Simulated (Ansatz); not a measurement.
Here is an Ansatz 0.2.0 calculation.

File input.yaml:

```yaml
crystal:
  lattice:
    - [0.0, 3.15085, 3.15085]
    - [3.15085, 0.0, 3.15085]
    - [3.15085, 3.15085, 0.0]
  atoms:
    - { symbol: Te, position: [0.5, 0.5, 0.5] }
    - { symbol: Sn, position: [0.0, 0.0, 0.0] }
hamiltonian:
  xc: pbesol
  pseudopotentials: { kind: paw }
  dispersion: d4
kpoints:
  mp_grid: { grid: [7, 7, 7] }
scf:
  occupations: { method: fermi_dirac, width: 0.05 }
output:
  forces: true
  stress: true
  write_density: true
  write_potential: true
  elf: true
  volumetric_format: npy
relax:
  f_tol: 0.01
  max_steps: 40
  cell: { stress_tol: 0.05 }
```

Potentials or basis: Ansatz PAW.

Run with:

```sh
$ ansatz run input.yaml --threads 2 --pin off --max-ram 5632MiB --backend cpu --events-out ev --progress --plain --runs-dir out
```

Task: Estimate the relaxed cell.

Result: a = 4.406 Å, b = 4.406 Å, c = 4.406 Å, α = 60.00°, β = 60.00°, γ = 60.00°.

Task: What does it give for the relaxed volume?

Result: 30.25 Å³/atom.

Task: What does it give for the space group after relaxing (to 0.05 Å)?

Result: Fm-3m (No. 225).

Final structure:
```xyz
2
Lattice="0.0000 3.1157 3.1157 3.1157 0.0000 3.1157 3.1157 3.1157 0.0000" Properties=species:S:1:pos:R:3 pbc="T T T"
Te    3.1157    3.1157    3.1157
Sn    0.0000    0.0000    0.0000
```

Caveat: this odd mesh misses L, where the gap lies, so gap, dielectric constants and Born charges aren't listed; the PAW data sets come from PBE, with cores solved anew for the run's functional, which leaves a small shift of forces and pressure. Spin-orbit coupling is left out, which matters for the levels of Te.
